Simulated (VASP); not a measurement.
Mg2Sn in VASP 6.6.1, single-point calculation

INCAR

```
NSW = 0
NELM = 97
LREAL = .FALSE.
IBRION = -1
SIGMA = 0.02
NBANDS = 16
LCHARG = .FALSE.
GGA = PE
ISIF = 2
PREC = Accurate
ENCUT = 520
IVDW = 20
ISMEAR = -1
EDIFF = 1E-7
LWAVE = .FALSE.
LASPH = .TRUE.
```

KPOINTS

```
KPOINTS created by Atomic Simulation Environment
0
Gamma
6 6 6
0 0 0
```

POSCAR

```
Sn Mg
 1.0000000000000000
    -0.0329950527000000    3.3807395821999999    3.3807395821999999
     3.3807395821999999   -0.0329950527000000    3.3807395821999999
     3.3807395821999999    3.3807395821999999   -0.0329950527000000
 Sn  Mg
   1   2
Cartesian
 -0.0000000000000000 -0.0000000000000000  0.0000000000000000
  1.6868560900709983  1.6868560900709983  1.6868560900709981
  5.0416280216290019  5.0416280216290028  5.0416280216290028
```

The recommended PBE PAW datasets give the neutral cell 18 valence electrons.

Command

```
mpirun -np 1 vasp_std
```

Task: Predict the outcome of this run.

Result: It converged. Results: gap between bands v and c on the k mesh -0.25 eV (bands overlap: a metal); least direct gap on the k mesh 1.26 eV; pressure -3.6 GPa. Band v is the last that the valence electrons fill when counted band by band, and c is the next.

OSZICAR

```
N       E                     dE             d eps       ncg     rms          rms(c)
DAV:   1     0.944399384145E+02    0.94440E+02   -0.82929E+03  1024   0.116E+03
DAV:   2    -0.357872110926E-01   -0.94476E+02   -0.91932E+02  1096   0.296E+02
DAV:   3    -0.750749242866E+01   -0.74717E+01   -0.74411E+01  1352   0.745E+01
DAV:   4    -0.769739718091E+01   -0.18990E+00   -0.18988E+00  1240   0.128E+01
DAV:   5    -0.770563614457E+01   -0.82390E-02   -0.82389E-02  1416   0.245E+00    0.322E+00
DAV:   6    -0.746352101395E+01    0.24212E+00   -0.21987E-01  1280   0.194E+00    0.178E+00
DAV:   7    -0.740261920659E+01    0.60902E-01   -0.18907E-01  1296   0.258E+00    0.479E-01
DAV:   8    -0.740422838570E+01   -0.16092E-02   -0.16480E-02  1296   0.144E+00    0.200E-01
DAV:   9    -0.740449022808E+01   -0.26184E-03   -0.11640E-03  1312   0.392E-01    0.465E-02
DAV:  10    -0.740451077358E+01   -0.20545E-04   -0.12449E-04  1128   0.648E-02    0.143E-02
DAV:  11    -0.740452600597E+01   -0.15232E-04   -0.51309E-05  1096   0.581E-02    0.873E-03
DAV:  12    -0.740452560476E+01    0.40121E-06   -0.13773E-06  1296   0.107E-02    0.794E-03
DAV:  13    -0.740452554660E+01    0.58162E-07   -0.24275E-06  1112   0.145E-02    0.553E-03
DAV:  14    -0.740452577454E+01   -0.22794E-06   -0.36496E-07  1352   0.544E-03    0.335E-03
DAV:  15    -0.740452577482E+01   -0.28103E-09   -0.81057E-09   568   0.674E-04
   1 F= -.85671779E+01 E0= -.85671402E+01  d E =-.755150E-04
```

For comparison, a separate PBE run of the intended cell, on usual settings and not on those above, gives a gap of -0.25 eV on its mesh and a pressure of 0.2 GPa.
